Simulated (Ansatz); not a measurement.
The system is InPd.

```
CELL_PARAMETERS angstrom
3.27188 0.00000 0.00000
0.00000 3.27188 0.00000
0.00000 0.00000 3.27188
ATOMIC_POSITIONS crystal
In 0.00000 0.00000 0.00000
Pd 0.50000 0.50000 0.50000
```

The cell comes from a database or a generator and needn't be the stable form of this composition.

Base run:

| Quantity | Value |
| --- | --- |
| Program | Ansatz 0.2.0 |
| Functional | r2SCAN |
| Potentials or basis | Ansatz PAW |
| Cutoff | 500 eV (not typed: the program's choice for these potentials) |
| k mesh | 8 × 8 × 8 |
| Occupations | fermi-dirac, width 0.05 eV |
| Spin | no spin polarisation |

Its results: band gap on the k mesh none (metal or under the smearing width); pressure -0.6 GPa.

Question: After a change of settings the same cell gave: band gap on the k mesh none (metal or under the smearing width); pressure 11.4 GPa. Which change was it?
A. functional from r2SCAN to BLYP; cutoff from 500 eV (not typed: the program's choice for these potentials) to 420 eV (not typed: the program's choice for these potentials)
B. functional from r2SCAN to RPBE; cutoff from 500 eV (not typed: the program's choice for these potentials) to 420 eV (not typed: the program's choice for these potentials)
C. k mesh from 8 × 8 × 8 to 6 × 6 × 6; spin from no spin polarisation to spin-orbit coupling, no magnetisation; potential files from those of the base run to others of the same set
D. functional from r2SCAN to revPBE; cutoff from 500 eV (not typed: the program's choice for these potentials) to 420 eV (not typed: the program's choice for these potentials)

Answer: A.

Caveats: spin-orbit coupling is left out, which moves the levels of the heavy elements; the PAW data sets come from PBE, with cores solved anew for the run's functional, which leaves a small shift of forces and pressure.

Runs at the PBE level aren't shown here.
